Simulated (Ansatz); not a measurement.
# CdO: single point with Ansatz

System: CdO (rock salt type), 2 atoms in the cell.

Ansatz input (lattice in Å, positions in fractions of it)
```yaml
crystal:
  lattice:
    - [0, 2.39, 2.39]
    - [2.39, 0, 2.39]
    - [2.39, 2.39, 0]
  atoms:
    - { symbol: Cd, position: [0, 0, 0] }
    - { symbol: O, position: [0.5, 0.5, 0.5] }
kpoints:
  mp_grid: { grid: [6, 6, 6] }
hamiltonian:
  xc: pbe
  pseudopotentials: { kind: paw, source: ansatz }
scf:
  occupations: { method: fermi_dirac, width: 0.02 }
  convergence: { dr2_threshold: "1e-10 eV" }
  max_iter: 300
output:
  forces: true
  stress: true
  eigenvalues: true
```

Level of theory: Ansatz 0.2.0 development build, PBE, plane waves, PAW datasets (earlier set, tuned by hand).

Results

* Plane-wave cutoff used: 930 eV
* Pressure: -9.0 kbar
* Smearing term TS: 0.3 meV/atom
* Valence electrons: 26
* Irreducible k-points: 16
* CPU time: of the order of 2 core-seconds on a shared host

Stress tensor in GPa, compression positive:
```
-0.90  0.00  0.00
 0.00 -0.90  0.00
 0.00  0.00 -0.90
```

The stress includes the program's correction for the finite plane-wave basis.

The k-mesh is modest, so these values aren't fully converged in k.
